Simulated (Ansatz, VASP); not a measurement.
# One calculation of Mg, two programs

```
CELL_PARAMETERS angstrom
6.42014 0.00000 0.00000
0.00000 5.13791 0.00000
0.00000 0.00000 21.66448
ATOMIC_POSITIONS crystal
Mg 0.00000 0.75000 0.18463
Mg 0.50000 0.75000 0.18463
Mg 0.25000 0.25000 0.22741
Mg 0.75000 0.25000 0.22741
Mg 0.25000 0.75000 0.31732
Mg 0.75000 0.75000 0.31732
Mg 0.00000 0.25000 0.35378
Mg 0.50000 0.25000 0.35378
```

Alike in both runs: task single point; functional PBE; k mesh 4 × 5 × 1; occupations gaussian, width 0.1 eV; no spin polarisation.

|  | VASP | Ansatz |
| --- | --- | --- |
| version | VASP 6.6.1 | Ansatz 0.2.0 |
| potentials or method | VASP PAW PBE potentials, release 64 (Mg) | scalar-relativistic, plane waves, PAW |
| plane-wave cutoff (eV) | 520 | 420 |
| valence electrons in the cell | 16 | 80 |

```tsv
	VASP	Ansatz	Ansatz less VASP
gap on the k mesh at the Fermi level (eV)	none	none	-
rms of the force components (eV/Å)	0.065	0.063	-0.0019
work function, face that differs most (eV)	3.63	3.74	+0.104
```

Atom by atom the forces differ by 0.003 eV/Å (rms over components). A gap of «none» marks a metal or a gap that the smearing closes. The two sets of potentials don't hold the same shells in valence.
